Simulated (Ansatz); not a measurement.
# Trial structures of Bi2Te3: starts and ends

All numbers below come from DFT PBE, scalar-relativistic, plane waves, PAW (Ansatz 0.2.0). All cells share a 420 eV cutoff and Γ-centred k meshes spaced at most about 0.3 Å⁻¹ (about 0.25 or finer for metals, 2π included). No spin polarisation in the final relaxations.

Each guess was relaxed in cell and atoms at zero pressure, within the symmetry of its start. Temperature and zero-point effects are left out. Coordination counts Te atoms around Bi (those within 1.25 times the shortest such distance or 1.15 times the sum of covalent radii, 1.27 where that leaves under three; a plus sign parts nearer from farther groups; the shortest distance is added where it exceeds 1.18 times the sum of covalent radii; a slash parts the counts of unlike sites).

```json
{"guess": "1", "made from": "a cell as deposited in COD", "start group": "R-3m", "V start (Å³/atom)": "33.9", "end group": "R-3m (tetradymite)", "V end (Å³/atom)": "36.7", "coordination at the end": "Bi 6", "gap on mesh (eV)": "0.55", "E over the lowest end (meV/atom)": "0"}
{"guess": "2", "made from": "a cell as deposited in COD", "start group": "R3m", "V start (Å³/atom)": "33.6", "end group": "R-3m", "V end (Å³/atom)": "34.0", "coordination at the end": "Bi 3", "gap on mesh (eV)": "0", "E over the lowest end (meV/atom)": "254"}
{"guess": "3", "made from": "random cell", "start group": "P-6m2", "V start (Å³/atom)": "32.2", "end group": "?", "V end (Å³/atom)": "?", "coordination at the end": "?", "gap on mesh (eV)": "?", "E over the lowest end (meV/atom)": "?"}
{"guess": "4", "made from": "random cell", "start group": "I4/mmm", "V start (Å³/atom)": "38.8", "end group": "I4/mmm", "V end (Å³/atom)": "32.5", "coordination at the end": "Bi 5+4", "gap on mesh (eV)": "0", "E over the lowest end (meV/atom)": "328"}
```

Guess 3 as it starts:

```xyz
5
Lattice="5.5030 0.0000 0.0000 -2.7515 4.7658 0.0000 0.0000 0.0000 6.1397" Properties=species:S:1:pos:R:3 pbc="T T T"
Bi    0.0000    3.1772    0.0000
Bi    2.7515    1.5886    3.0699
Te   -1.4049    3.9883    3.0699
Te    0.0000    1.5549    3.0699
Te    1.4049    3.9883    3.0699
```

Question: Fill in the missing row: what does this guess relax into, and where does it rank?

Answer: It ends in space group P-6m2 (No. 187), with a = 7.060 Å, c = 4.425 Å, 38.2 Å³/atom and no gap. It lies 0.49 eV/atom over the lowest end, above guess 4 and so the highest of the set. Counting Te atoms around Bi, this end has Bi 6/6 from 3.5 Å and the lowest (guess 1) has Bi 6.

```
Bi Te
1.0
     7.06027    0.00000    0.00000
    -3.53014    6.11438    0.00000
     0.00000    0.00000    4.42487
Bi Te
2 3
Direct
  0.33333 0.66667 0.00000
  0.66667 0.33333 0.50000
  0.15216 0.84784 0.50000
  0.15216 0.30433 0.50000
  0.69567 0.84784 0.50000
```

The zero of energy is the elements' standard structures at the same level; no fitted shifts are applied.

Question: Is the lowest end bound against the elements?

Answer: Yes: its formation energy is −0.241 eV/atom. Whether it is stable depends on the other phases of the system, which aren't compared here.

Weakly bound directions are ill-defined at this level, which has no dispersion term (R-3m at 36.7 Å³/atom), and this can change margins and order among such cells. Spin–orbit coupling, which can matter for Bi and Te, is left out. Kohn–Sham gaps at this level usually fall short of measured ones. The missing spin–orbit coupling can work the other way here. The reference form of Te is held partly by dispersion forces, which this level lacks. Cells relaxed within their symmetry can be saddle points. Some candidate types were left out of the draw beforehand, so a known form may be missing.

The tetradymite end is lowest, matching the known structure of Bi2Te3. Its near-octahedral Bi lets the three p orbitals form nearly straight Te–Bi–Te bonds, and the electron count fills the Te p-derived valence band, leaving a gap. Neither density nor coordination number alone sets the order: guess 4 is the densest end yet lies high, and guess 3 also has six Te around each Bi but ranks last. There, one Bi lies in the same plane as its six Te neighbours, at long contacts from 3.5 Å, a poor geometry for p bonding that probably contributes to the high energy.

The expansion of tetradymite from its deposited cell probably lies largely in the weakly bound gaps between quintuple layers. Its 0.55 eV gap is well above the measured one, most likely because spin–orbit coupling, which inverts the band edges at Γ, is absent. Set against the formation energy, guesses 3 and 4 are clearly unbound against the elements, while guess 2 is too close to that limit to call.
